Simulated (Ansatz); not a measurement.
# BaTiO$_{3}$, a database entry at a rescaled volume

```xyz
10
Lattice="3.9768 3.9659 0.0000 0.0217 3.9767 3.9659 3.9768 0.0108 3.9659" Properties=species:S:1:pos:R:3 pbc="T T T"
Ba    0.0000    0.0000    0.0000
Ba    3.9876    3.9767    3.9659
Ti    1.9352    1.9299    1.9246
Ti    5.9229    5.9066    5.8905
O     2.0236    2.0181    0.0734
O     6.0112    5.9948    4.0393
O     0.0844    2.0234    2.0178
O     4.0721    6.0001    5.9837
O     2.0236    0.0789    2.0178
O     6.0112    4.0556    5.9837
```

Method: r2SCAN, no spin polarisation; PAW, plane waves to 500 eV, 6×6×6 Γ-centred mesh, fermi-dirac occupations (width 0.1 eV) (Ansatz 0.2.0), atoms fixed.

**Forces.** The largest is on Ti4 (and as large on other atoms): 0.39 eV/Å, components (0.23, 0.23, 0.23). It makes 121° with the line to a nearest neighbour, O6 at 1.86 Å.
**Stress.** The pressure is 7.6 GPa (compression positive), so with the atoms held at these fractions the cell would first expand.
**Electronic structure.** The gap is 2.89 eV, direct at the points sampled.
**Contacts.** Ti–O at 1.86 Å: least valence density 0.92 e/Å³ and ELF 0.24 there. Ba–O at 2.76 Å: least valence density 0.19 e/Å³ and ELF 0.09 there, a closed-shell (ionic or weak) contact. Both are smooth PAW fields, read partly inside the augmentation spheres.

Origin: a database entry at a rescaled volume.
